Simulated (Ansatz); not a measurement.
A 2-atom cell of TlBr started from a crystallographic database, relaxed with r2SCAN+rVV10, was run in Ansatz 0.2.0 under altered settings. All numbers are computed, without spin polarisation but where a row says otherwise.

```xyz
2
Lattice="3.9462 0.0000 0.0000 0.0000 3.9462 0.0000 0.0000 0.0000 3.9462" Properties=species:S:1:pos:R:3 pbc="T T T"
Tl    0.0000    0.0000    0.0000
Br    1.9731    1.9731    1.9731
```

The base run's other keys:
```yaml
kpoints:
  mp_grid: { grid: [4, 4, 4] }
hamiltonian:
  xc: hse06
scf:
  occupations: { method: fixed }
  n_extra_bands: 4
```

It takes 11 iterations with 1213 plane waves at 420 eV and 10 k points, and leaves a mean stress of +1.72 GPa. The gap over this mesh is 2.462 eV.

Outcomes, with energy and stress as changes against the base:
```
                                    setting            outcome  ΔF (meV/atom)  Δ mean stress (GPa)  gap on the mesh (eV)  iterations
   PBE hybrid, exx coeff 1.5, omega 0.3 1/Å            refused              –                    –                     –           –
PBE hybrid, exx coeff 1.0, omega 0.2078 1/Å          converged              –                 -0.9                 4.753          18
   PBE hybrid, exx coeff 0.3, omega 0.5 1/Å          converged              –                  0.0                 2.137          11
     PBE hybrid, exx coeff 0.75, unscreened          converged              –                 -0.9                 5.914          18
                 hamiltonian.dispersion: d4  converged, warned           -302                 +3.1                 2.462          11
           scf.occupations: fermi_dirac 1.5      not converged              –                    –                     –          21
```
A dash marks a value that wasn't obtained or can't be compared. Stress is positive in compression.

- PBE hybrid, exx coeff 1.5, omega 0.3 1/Å. The input is refused before any iteration. Error: invalid value for `hamiltonian.xc.exx.coeff`: must be finite and in (0, 1]; got 1.5
- PBE hybrid, exx coeff 1.0, omega 0.2078 1/Å. That is 100 % exact exchange, screened with ω = 0.2078 1/Å, against HSE06's 25 % screened at 0.208 1/Å. The mean stress moves by -0.9 GPa and the gap on the mesh by +2.291 eV (to 4.753). Totals of different functionals aren't comparable.
- PBE hybrid, exx coeff 0.3, omega 0.5 1/Å. That is 30 % exact exchange, screened with ω = 0.5 1/Å, against HSE06's 25 % screened at 0.208 1/Å. The mean stress moves by 0.0 GPa and the gap on the mesh by -0.325 eV (to 2.137). Totals of different functionals aren't comparable.
- PBE hybrid, exx coeff 0.75, unscreened. That is 75 % exact exchange, at all ranges, against HSE06's 25 % screened at 0.208 1/Å. The mean stress moves by -0.9 GPa and the gap on the mesh by +3.452 eV (to 5.914). Totals of different functionals aren't comparable.
- hamiltonian.dispersion: d4. The free energy moves by -302 meV an atom, the mean stress by +3.1 GPa and the gap on the mesh by 0.000 eV (to 2.462). A pairwise correction adds to energy, forces and stress and leaves the bands alone. Warned: dispersion switch in reach.
- scf.occupations: fermi_dirac 1.5. The loop closes, but the program refuses the state that it reached. Error: refused after 3 iterations: little_group_invariance = 1.88e-2 (threshold 2.00e-3); the state that met every other criterion of the hybrid outer loop has lost the crystal's symmetry and is not regaining it fast enough for `scf.exx.max_outer_iter` (outer cycles, not inner-SCF steps) […]

Spin-orbit coupling is left out; in compounds of Pb, Bi, Tl or Hg it can lower a gap by up to about 1 eV, split its edges or invert the bands.

The stress of a hybrid is loosely converged in these runs.

The meshes of the hybrids are coarse, so their gaps aren't converged to the digits shown.
